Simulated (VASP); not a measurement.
# CdTe (F-43m) in VASP: notebook

Aim: see how the results for CdTe move with the level of theory and the settings. Levels: PBE0, PBEsol+D4, PBE. Tasks: single point.

Program: VASP 6.6.1. These are calculated values, not measurements. Logs are shortened: lines on timing, memory, paths and dates and some standing lists are left out, and cuts for length are marked.

### Step 1. The structure

Symmetry: F-43m, No. 216, cubic system. The conventional cell has a = 6.279 Å, b = 6.279 Å, c = 6.279 Å, α = 90.00°, β = 90.00°, γ = 90.00°. Te (site symmetry -43m) is surrounded by 4 Cd at 2.72 Å. Cd (site symmetry -43m) has 4 Te at 2.72 Å as nearest neighbours.

### Step 2. Single point, PBE0

File POSCAR:

```
CdTe
1.0
    0.0000000000      3.1395734784      3.1395734784
    3.1395734784      0.0000000000      3.1395734784
    3.1395734784      3.1395734784      0.0000000000
Te Cd
1 1
Direct
    0.7500000000      0.7500000000      0.7500000000
    0.0000000000      0.0000000000      0.0000000000
```

File INCAR.step1:

```
SYSTEM = CdTe
PREC     = Accurate       ! precision mode
ENCUT    = 520            ! plane-wave cutoff, eV
EDIFF    = 1E-5           ! SCF threshold, eV
ISMEAR   = -1             ! smearing method
SIGMA    = 0.05           ! smearing width, eV
LREAL    = .FALSE.        ! projectors in reciprocal space
LASPH    = .TRUE.         ! aspherical terms in the spheres
NELM     = 80             ! most SCF steps
ALGO     = Normal         ! electronic algorithm
ISIF     = 2              ! what is computed and relaxed
LWAVE    = .TRUE.         ! write WAVECAR
LCHARG   = .FALSE.        ! write CHGCAR
NBANDS   = 16             ! bands
GGA      = PE             ! functional
```

File INCAR.step2:

```
SYSTEM = CdTe
PREC     = Accurate       ! precision mode
ENCUT    = 520            ! plane-wave cutoff, eV
EDIFF    = 1E-6           ! SCF threshold, eV
ISMEAR   = -1             ! smearing method
SIGMA    = 0.05           ! smearing width, eV
LREAL    = .FALSE.        ! projectors in reciprocal space
LASPH    = .TRUE.         ! aspherical terms in the spheres
NELM     = 80             ! most SCF steps
ALGO     = Normal         ! electronic algorithm
ISIF     = 2              ! what is computed and relaxed
LWAVE    = .FALSE.        ! write WAVECAR
LCHARG   = .FALSE.        ! write CHGCAR
GGA      = PE             ! functional
LHFCALC  = .TRUE.         ! exact exchange
AEXX     = 0.25           ! exact-exchange fraction
PRECFOCK = Normal       
HFRCUT   = -1           
NBANDS   = 16             ! bands
ISTART   = 1
```

File KPOINTS:

```
Automatic mesh
0
G
  4 4 4
  0 0 0
```

Potentials or basis: VASP PAW PBE potentials, release 64 (Te, Cd).

Launch:

```sh
$ cat potpaw_PBE.64/Te/POTCAR potpaw_PBE.64/Cd/POTCAR > POTCAR
$ cp INCAR.step1 INCAR
$ mpirun -np 1 vasp_std > vasp.out
$ cp INCAR.step2 INCAR
$ mpirun -np 1 vasp_std > vasp.out
```

OUTCAR:

```text
SYSTEM = CdTe
   PREC = Accurate
   ENCUT = 520
   EDIFF = 1E-6
   ISMEAR = -1
   LREAL = .FALSE.
   LASPH = .TRUE.
   NELM = 80
   ISIF = 2
   GGA = PE
   LHFCALC = .TRUE.
   AEXX = 0.25
   PRECFOCK = Normal
   ISTART = 1

 ion  position               nearest neighbor table
   1  0.750  0.750  0.750-   2 2.72   2 2.72   2 2.72   2 2.72
   2  0.000  0.000  0.000-   1 2.72   1 2.72   1 2.72   1 2.72

  LATTYP: Found a face centered cubic cell.
 ALAT       =     6.2791469568

  Lattice vectors:

 A1 = (   0.0000000000,   3.1395734784,   3.1395734784)
 A2 = (   3.1395734784,   0.0000000000,   3.1395734784)
 A3 = (   3.1395734784,   3.1395734784,   0.0000000000)

Analysis of symmetry for initial positions (statically):
=====================================================================
 Subroutine PRICEL returns:
 Original cell was already a primitive cell.

 Routine SETGRP: Setting up the symmetry group for a
 face centered cubic supercell.

 Subroutine GETGRP returns: Found 24 space group operations
 (whereof 24 operations were pure point group operations)
 out of a pool of 48 trial point group operations.

The static configuration has the point symmetry T_d .

Analysis of symmetry for dynamics (positions and initial velocities):
=====================================================================
 Subroutine PRICEL returns:
 Original cell was already a primitive cell.

 Routine SETGRP: Setting up the symmetry group for a
 face centered cubic supercell.

 Subroutine GETGRP returns: Found 24 space group operations
 (whereof 24 operations were pure point group operations)
 out of a pool of 48 trial point group operations.

The dynamic configuration has the point symmetry T_d .

 Subroutine INISYM returns: Found 24 space group operations
 (whereof 24 operations are pure point group operations),
 and found     1 'primitive' translations

----------------------------------------------------------------------------------------

                                     Primitive cell

  volume of cell :      61.8931

  direct lattice vectors                    reciprocal lattice vectors
     0.000000000  3.139573478  3.139573478    -0.159257301  0.159257301  0.159257301
     3.139573478  0.000000000  3.139573478     0.159257301 -0.159257301  0.159257301
     3.139573478  3.139573478  0.000000000     0.159257301  0.159257301 -0.159257301

  length of vectors
     4.440027393  4.440027393  4.440027393     0.275841738  0.275841738  0.275841738

  position of ions in fractional coordinates (direct lattice)
     0.750000000  0.750000000  0.750000000
     0.000000000  0.000000000  0.000000000

  ion indices of the primitive-cell ions
   primitive index   ion index
                 1           1
                 2           2

----------------------------------------------------------------------------------------

 KPOINTS: Automatic mesh

Automatic generation of k-mesh.
 Grid dimensions read from file:
 generate k-points for:    4    4    4

 Generating k-lattice:

  Cartesian coordinates                     Fractional coordinates (reciprocal lattice)
    -0.039814325  0.039814325  0.039814325     0.250000000  0.000000000  0.000000000
     0.039814325 -0.039814325  0.039814325     0.000000000  0.250000000  0.000000000
     0.039814325  0.039814325 -0.039814325     0.000000000  0.000000000  0.250000000

  Length of vectors
     0.068960434  0.068960434  0.068960434

  Shift w.r.t. Gamma in fractional coordinates (k-lattice)
     0.000000000  0.000000000  0.000000000

 Subroutine IBZKPT returns following result:
 ===========================================

 Found      8 irreducible k-points:

 Following reciprocal coordinates:
            Coordinates               Weight
  0.000000  0.000000  0.000000      1.000000
  0.250000  0.000000  0.000000      8.000000
  0.500000  0.000000  0.000000      4.000000
  0.250000  0.250000  0.000000      6.000000
  0.500000  0.250000  0.000000     24.000000
 -0.250000  0.250000  0.000000     12.000000
  0.500000  0.500000  0.000000      3.000000
 -0.250000  0.500000  0.250000      6.000000
   k-points           NKPTS =      8   k-points in BZ     NKDIM =     64   number of bands    NBANDS=     16
   number of dos      NEDOS =    301   number of ions     NIONS =      2
   total plane-waves  NPLWV =  46656
   dimension x,y,z NGX =    36 NGY =   36 NGZ =   36
   dimension x,y,z NGXF=    72 NGYF=   72 NGZF=   72
   ions per type =               1   1
   NGX,Y,Z   is equivalent  to a cutoff of  13.48, 13.48, 13.48 a.u.
   NGXF,Y,Z  is equivalent  to a cutoff of  26.96, 26.96, 26.96 a.u.
 SYSTEM =  CdTe
   PREC   = accura    normal or accurate (medium, high low for compatibility)
   ISTART =      1    job   : 0-new  1-cont  2-samecut
   ICHARG =      0    charge: 1-file 2-atom 10-const
   ISPIN  =      1    spin polarized calculation?
   LNONCOLLINEAR =      F non collinear calculations
   LSORBIT =      F    spin-orbit coupling
   LASPH  =      T    aspherical Exc in radial PAW
   ENCUT  =  520.0 eV  38.22 Ry    6.18 a.u.   8.26  8.26  8.26*2*pi/ulx,y,z
   NELM   =     80;   NELMIN=  2; NELMDL=  0     # of ELM steps
   EDIFF  = 0.1E-05   stopping-criterion for ELM
   LREAL  =      F    real-space projection
   EDIFFG = 0.1E-04   stopping-criterion for IOM
   NSW    =      0    number of steps for IOM
   IBRION =     -1    ionic relax: 0-MD 1-quasi-New 2-CG
   NFREE  =      0    steps in history (QN), initial steepest desc. (CG)
   ISIF   =      2    stress and relaxation
   ISYM   =      3    0-nonsym 1-usesym 2-fastsym
   POTIM  = 0.5000    time-step for ionic-motion
   TEBEG  =    0.0;   TEEND  =   0.0 temperature during run
   PSTRESS=    0.0 pullay stress
   NELECT =      18.0000    total number of electrons
   NUPDOWN=      -1.0000    fix difference up-down
   EMIN   =  10.00;   EMAX   =-10.00  energy-range for DOS
   EFERMI =   0.00;   METHOD = LEGACY
   ISMEAR =    -1;   SIGMA  =   0.05  broadening in eV -4-tet -1-fermi 0-gaus
   EFERMI_NEDOS =   21; number of points for ismear=-14 and -15
   IALGO  =     38    algorithm
   IMIX   =      1    mixing-type and parameters
     AMIX     =   0.40;   BMIX     =  1.00
     AMIX_MAG =   1.60;   BMIX_MAG =  1.00
  volume/ion in A,a.u.               =      30.95       208.84
  Fermi-wavevector in a.u.,A,eV,Ry     =   1.084638  2.049670 16.006447  1.176441
  Thomas-Fermi vector in A             =   2.220733
   LORBIT       =      0    0 simple, 1 ext, 2 COOP (PROOUT), +10 PAW based schemes
   GGA     = PE    functional components
   LHFCALC =     T    Hartree Fock is set to
   PRECFOCK=normal    Normal, Fast or Accurate (Low or Medium for compatibility)
   ENCUT4O =  -1.0   cutoff for four orbital integrals eV
   NKREDX  =     1    reduce k-point grid by
   NKREDY  =     1    reduce k-point grid by
   NKREDZ  =     1    reduce k-point grid by
   AEXX    =    0.2500 exact exchange contribution
   HFSCREEN=    0.0000 screening length (either q_TF or 0.3 A-1)
   HFSCREENC=   0.0000 screening length for correlation (either q_TF or 0.3 A-1)
   ENCUTFOCK=  -1.0 apply spherical cutoff to Coloumb kernel
   IVDW    =     0    specifies the selected vdW correction
   LEPSILON=     F    determine dielectric tensor
   LRPA    =     F    only Hartree local field effects (RPA)
 non-spin polarized calculation
  energy-cutoff  :      520.00
  volume of cell :       61.89
 maximum number of plane-waves:      1700
 NGX is ok and might be reduce to    36
  NGX = 28; NGY = 28; NGZ = 28

 number of electron      18.0000003 magnetization

 Free energy of the ion-electron system (eV)
  ---------------------------------------------------
  ext. energy  EPLUGINS =         0.00000000
  ---------------------------------------------------
  free energy    TOTEN  =        -6.35024260 eV

  energy without entropy =       -6.35024260  energy(sigma->0) =       -6.35024260

 E-fermi :   3.5329     XC(G=0):  -7.1205

 val. band max:        2.4183147279   @ k =   0.0000   0.0000   0.0000
 cond. band min:       4.9651720668   @ k =   0.0000   0.0000   0.0000
 fundamental gap:      2.5468573389
 Fermi energy:         3.5329235699

 k-point     1 :       0.0000    0.0000    0.0000
  band No.  band energies     occupation
      1     -10.4481      2.00000
      2      -7.6021      2.00000
      3      -7.6021      2.00000
      4      -7.6021      2.00000
      5      -7.2590      2.00000
      6      -7.2590      2.00000
[... 8 lines left out ...]
     15      13.6747      0.00000
     16      13.6747      0.00000

 k-point     2 :       0.2500    0.0000    0.0000
  band No.  band energies     occupation
      1     -10.1698      2.00000
      2      -7.5563      2.00000
      3      -7.5563      2.00000
      4      -7.3334      2.00000
      5      -7.2610      2.00000
      6      -7.2610      2.00000
[... 8 lines left out ...]
     15      12.5748      0.00000
     16      12.5748      0.00000

 k-point     3 :       0.5000    0.0000    0.0000
  band No.  band energies     occupation
      1      -9.9412      2.00000
      2      -7.5200      2.00000
      3      -7.5200      2.00000
      4      -7.2499      2.00000
      5      -7.2499      2.00000
      6      -6.7233      2.00000
[... 8 lines left out ...]
     15      14.8211      0.00000
     16      14.8211      0.00000

 k-point     4 :       0.2500    0.2500    0.0000
  band No.  band energies     occupation
      1     -10.0823      2.00000
      2      -7.5028      2.00000
      3      -7.5028      2.00000
      4      -7.3934      2.00000
      5      -7.2415      2.00000
      6      -7.2075      2.00000
[... 8 lines left out ...]
     15      14.2402      0.00000
     16      15.3683      0.00000

 k-point     5 :       0.5000    0.2500    0.0000
  band No.  band energies     occupation
      1      -9.8600      2.00000
      2      -7.4777      2.00000
      3      -7.4528      2.00000
      4      -7.3167      2.00000
      5      -7.2413      2.00000
      6      -6.6397      2.00000
[... 8 lines left out ...]
     15      15.0524      0.00000
     16      15.4515      0.00000

 k-point     6 :      -0.2500    0.2500    0.0000
  band No.  band energies     occupation
      1      -9.9293      2.00000
      2      -7.4992      2.00000
      3      -7.4966      2.00000
      4      -7.2723      2.00000
      5      -7.2719      2.00000
      6      -6.8449      2.00000
[... 8 lines left out ...]
     15      14.1244      0.00000
     16      15.5924      0.00000

 k-point     7 :       0.5000    0.5000    0.0000
  band No.  band energies     occupation
      1      -9.7978      2.00000
      2      -7.4037      2.00000
      3      -7.3892      2.00000
      4      -7.3892      2.00000
      5      -7.2226      2.00000
      6      -6.4982      2.00000
[... 8 lines left out ...]
     15      15.2290      0.00000
     16      16.1486      0.00000

 k-point     8 :      -0.2500    0.5000    0.2500
  band No.  band energies     occupation
      1      -9.7911      2.00000
      2      -7.4422      2.00000
      3      -7.4382      2.00000
      4      -7.3009      2.00000
      5      -7.2628      2.00000
      6      -6.3768      2.00000
[... 8 lines left out ...]
     15      15.8702      0.00000
     16      15.9264      0.00000

------------------------ aborting loop because EDIFF is reached ----------------------------------------

  FORCE on cell =-STRESS in cart. coord.  units (eV):
  Direction    XX          YY          ZZ          XY          YZ          ZX
  --------------------------------------------------------------------------------------
  -------------------------------------------------------------------------------------
  Total        2.8017031      2.8017031      2.8017031     -0.0000000      0.0000000      0.0000000
  in kB       72.5255011     72.5255011     72.5255011     -0.0000000      0.0000000      0.0000000
  external PRESSURE =      72.5255011 kB  Pullay stress =       0.0000000 kB

 VOLUME and BASIS-vectors are now :
 -----------------------------------------------------------------------------
  energy-cutoff  :      520.00
  volume of cell :       61.89
      direct lattice vectors                 reciprocal lattice vectors
     0.000000000  3.139573478  3.139573478    -0.159257301  0.159257301  0.159257301
     3.139573478  0.000000000  3.139573478     0.159257301 -0.159257301  0.159257301
     3.139573478  3.139573478  0.000000000     0.159257301  0.159257301 -0.159257301

 POSITION                                       TOTAL-FORCE (eV/Angst)
 -----------------------------------------------------------------------------------
      4.70936      4.70936      4.70936         0.000000      0.000000      0.000000
      0.00000      0.00000      0.00000        -0.000000     -0.000000     -0.000000
 -----------------------------------------------------------------------------------
    total drift:                               -0.000026     -0.000025     -0.000015

  FREE ENERGIE OF THE ION-ELECTRON SYSTEM (eV)
  ---------------------------------------------------
  free  energy   TOTEN  =        -6.3502426018 eV

  energy  without entropy=       -6.3502426018  energy(sigma->0) =       -6.35024260
```

It took 11 min on 1 thread of Intel Xeon Platinum 8259CL at 2.50GHz (Skylake/Cascade Lake), shared host; peak memory 0.21 GiB.

What came out:

```yaml
Free_energy: -6.3502 eV
Pressure: 7.3 GPa
Band_gap_on_the_k_mesh: 2.55 eV, direct
```

Levels at points of the mesh, in eV from the valence-band top:
| k point | band 7 | band 8 | band 9 | band 10 | band 11 | band 12 |
| --- | --- | --- | --- | --- | --- | --- |
| (0.00, 0.00, 0.00) | 0.00 | 0.00 | 0.00 | 2.55 | 6.09 | 6.09 |
| (0.50, 0.00, 0.00) | -5.46 | -1.01 | -1.01 | 3.40 | 6.70 | 6.70 |
| (0.50, 0.50, 0.00) | -5.22 | -2.42 | -2.42 | 3.71 | 4.10 | 11.33 |

Caveat: the k mesh is coarse (spacing up to 0.43 Å⁻¹), so the values aren't converged, least of all with exact exchange; the PAW data sets were made with another functional, which shifts forces and pressure a little; spin-orbit coupling is left out, which moves the levels of the heavy elements.

### Step 3. Single point, PBEsol+D4, collinear spin, typed start (volume scaled by 0.98)

File INCAR:

```
SYSTEM = CdTe
PREC     = Accurate       ! precision mode
ENCUT    = 520            ! plane-wave cutoff, eV
EDIFF    = 1E-6           ! SCF threshold, eV
ISMEAR   = 1              ! smearing method
SIGMA    = 0.01           ! smearing width, eV
LREAL    = .FALSE.        ! projectors in reciprocal space
LASPH    = .TRUE.         ! aspherical terms in the spheres
NELM     = 150            ! most SCF steps
ALGO     = Normal         ! electronic algorithm
ISIF     = 2              ! what is computed and relaxed
LWAVE    = .FALSE.        ! write WAVECAR
LCHARG   = .FALSE.        ! write CHGCAR
ISPIN    = 2              ! spin polarisation
MAGMOM   = 1 0            ! initial moments
LORBIT   = 11             ! projections on sites
NUPDOWN  = 1.0            ! fixed moment
GGA      = PS             ! functional
IVDW     = 13             ! dispersion correction
NBANDS   = 20             ! bands
```

File KPOINTS:

```
regular mesh
0
G
  7 7 7
  0 0 0
```

File POSCAR:

```
CdTe
1.0
    0.0000000000      3.1834892848      3.1834892848
    3.1834892848      0.0000000000      3.1834892848
    3.1834892848      3.1834892848      0.0000000000
Te Cd
1 1
Direct
    0.7500000000      0.7500000000      0.7500000000
    0.0000000000      0.0000000000      0.0000000000
```

Potentials or basis: VASP PAW PBE potentials, release 64 (Te, Cd).

Launch:

```sh
$ cat potpaw_PBE.64/Te/POTCAR potpaw_PBE.64/Cd/POTCAR > POTCAR
$ mpirun -np 1 vasp_std > vasp.out
```

It took 37 s on 1 thread of Intel Xeon Platinum 8488C (Sapphire Rapids), shared host; peak memory 0.25 GiB.

It converged, with:

- Free energy: -4.3500 eV
- Pressure: 5.0 GPa
- Net moment: 1.00 μB per cell
- Site moments: Te +0.35; Cd +0.17 μB
- Valence electrons inside the program's atomic spheres: Te 3.40; Cd 10.39
- Dispersion energy per atom: -0.225 eV

Caveat: the PAW data sets were made with another functional, which shifts forces and pressure a little; the total moment is fixed, so each spin has its own Fermi level. Spin-orbit coupling is left out, which matters for the levels of Te.

### Step 4. Single point, PBEsol+D4, collinear spin, typed start (volume scaled by 0.96)

File INCAR:

```
SYSTEM = CdTe
PREC = Accurate
ENCUT = 520
EDIFF = 1E-6
ISMEAR = 1
SIGMA = 0.01
LREAL = .FALSE.
LASPH = .TRUE.
NELM = 150
ALGO = Fast
ISIF = 2
LWAVE = .FALSE.
LCHARG = .FALSE.
ISPIN = 2
MAGMOM = 1 0
LORBIT = 11
NUPDOWN = 1.0
GGA = PS
IVDW = 13
NBANDS = 20
```

KPOINTS is that of step 3.

File POSCAR:

```
CdTe
1.0
    0.0000000000      3.1616838793      3.1616838793
    3.1616838793      0.0000000000      3.1616838793
    3.1616838793      3.1616838793      0.0000000000
Te Cd
1 1
Direct
    0.7500000000      0.7500000000      0.7500000000
    0.0000000000      0.0000000000      0.0000000000
```

Launch:

```sh
$ cat potpaw_PBE.64/Te/POTCAR potpaw_PBE.64/Cd/POTCAR > POTCAR
$ mpirun -np 1 vasp_std > vasp.out
```

Wall time 45 s (1 thread of Intel Xeon Platinum 8488C (Sapphire Rapids), shared host); peak memory 0.25 GiB.

The run converged. Its results:

| Item | Value |
| --- | --- |
| Free energy | -4.3076 eV |
| Pressure | 5.7 GPa |
| Net moment | 1.00 μB per cell |
| Site moments | Te +0.34; Cd +0.17 μB |
| Valence electrons inside the program's atomic spheres | Te 3.40; Cd 10.40 |
| Dispersion energy per atom | -0.230 eV |

Caveat: the PAW data sets were made with another functional, which shifts forces and pressure a little; the total moment is fixed, so each spin has its own Fermi level. Spin-orbit coupling is left out, which matters for the levels of Te.

### Step 5. Single point, PBE

This run uses another cell than the first one, of 32.92 Å³/atom, 1.064 times its volume.

File INCAR:

```
SYSTEM = CdTe
PREC = Accurate
ENCUT = 520
EDIFF = 1E-6
ISMEAR = -1
SIGMA = 0.04
LREAL = .FALSE.
LASPH = .TRUE.
NELM = 60
ALGO = Fast
ISIF = 2
LWAVE = .FALSE.
LCHARG = .TRUE.
GGA = PE
LELF = .TRUE.
LVHAR = .TRUE.
NBANDS = 16
```

File KPOINTS:

```
regular mesh
0
G
  4 4 4
  0 0 0
```

File POSCAR:

```
CdTe
1.0
    0.0000000000      3.2050000000      3.2050000000
    3.2050000000      0.0000000000      3.2050000000
    3.2050000000      3.2050000000      0.0000000000
Te Cd
1 1
Direct
    0.7500000000      0.7500000000      0.7500000000
    0.0000000000      0.0000000000      0.0000000000
```

Launch:

```sh
$ cat potpaw_PBE.64/Te/POTCAR potpaw_PBE.64/Cd/POTCAR > POTCAR
$ mpirun -np 1 vasp_std > vasp.out
```

Wall time 29 s (1 thread of AMD EPYC 7R43 (Zen 3), shared host); peak memory 0.16 GiB.

It converged, with:

| Quantity | Value |
| --- | --- |
| Free energy | -4.6609 eV |
| Pressure | 4.6 GPa |
| Band gap on the k mesh | 0.86 eV, direct |

Levels at points of the mesh, in eV from the valence-band top:
```tsv
k point	band 5	band 6	band 7	band 8	band 9	band 10	band 11	band 12	band 13	band 14
(0.00, 0.00, 0.00)	-8.15	-8.15	0.00	0.00	0.00	0.86	4.56	4.56	4.56	7.50
(0.50, 0.00, 0.00)	-8.14	-7.77	-4.63	-0.83	-0.83	1.84	5.15	5.15	7.09	8.78
(0.50, 0.50, 0.00)	-8.12	-7.62	-4.48	-1.99	-1.99	2.51	2.65	9.03	9.29	9.29
```

Caveat: the k mesh is coarse (spacing up to 0.42 Å⁻¹), so the values aren't converged; spin-orbit coupling is left out, which moves the levels of the heavy elements. Expect the measured gap to be larger: semilocal functionals such as PBE lack the derivative discontinuity.

[end of part 1 of 2]
